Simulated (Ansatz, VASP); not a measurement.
# Mg4O: VASP beside Ansatz

Contents of INCAR:

```
PREC = Accurate ; ENCUT = 520
EDIFF = 1E-6 ; ISMEAR = 0
SIGMA = 0.1 ; LREAL = False
LASPH = True ; NELM = 100
ALGO = Fast ; ISIF = 2
LWAVE = False ; LCHARG = False
LDIPOL = True ; IDIPOL = 3
DIPOL = 0.5 0.5 0.311 ; GGA = CA
NBANDS = 15
```

Contents of KPOINTS:

```
regular mesh
0
Gamma
  8 5 1
```

The input POSCAR:

```
Mg4O
1.0
    3.1466128697      0.0000000000      0.0000000000
    0.0000000000      5.0388886589      0.0000000000
    0.0000000000      0.0000000000     20.5846139733
Mg O
4 1
Direct
    0.0000000000      0.7500000000      0.1943198937
    0.5000000000      0.2500000000      0.2384474589
    0.5000000000      0.7500000000      0.3306067122
    0.0000000000      0.2500000000      0.3684603453
    0.2500000000      0.5000000000      0.4214125164
```

Input for Ansatz:

```yaml
crystal:
  lattice:
    - [3.1466128697, 0.0, 0.0]
    - [0.0, 5.0388886589, 0.0]
    - [0.0, 0.0, 20.5846139733]
  atoms:
    - { symbol: Mg, position: [0.0, 0.75, 0.1943198937] }
    - { symbol: Mg, position: [0.5, 0.25, 0.2384474589] }
    - { symbol: Mg, position: [0.5, 0.75, 0.3306067122] }
    - { symbol: Mg, position: [0.0, 0.25, 0.3684603453] }
    - { symbol: O, position: [0.25, 0.5, 0.4214125164] }
basis:
  ecutwfc: 420
kpoints:
  mp_grid: { grid: [8, 5, 1] }
hamiltonian:
  xc: lda
scf:
  occupations: { method: gaussian, width: 0.1 }
output:
  forces: true
  eigenvalues: true
efield:
  axis: 3
  dipole_correction: true
  ramp_width: 0.04
```

Alike in both runs: task single point; functional LDA; k mesh 8 × 5 × 1; occupations gaussian, width 0.1 eV; no spin polarisation.

```csv
,VASP,Ansatz
version,VASP 6.6.1,Ansatz 0.2.0
potentials or method,"VASP PAW LDA potentials, release 64 (Mg, O)","scalar-relativistic, plane waves, PAW"
plane-wave cutoff (eV),520,420
valence electrons in the cell,14,46
```

|  | VASP | Ansatz | Ansatz less VASP |
| --- | --- | --- | --- |
| gap on the k mesh at the Fermi level (eV) | none | none | - |
| rms of the force components (eV/Å) | 1.042 | 1.046 | +0.0038 |
| work function, face that differs most (eV) | 3.61 | 3.69 | +0.083 |

Atom by atom the forces differ by 0.026 eV/Å (rms over components). A gap of «none» marks a metal or a gap that the smearing closes. The two sets of potentials don't hold the same shells in valence.
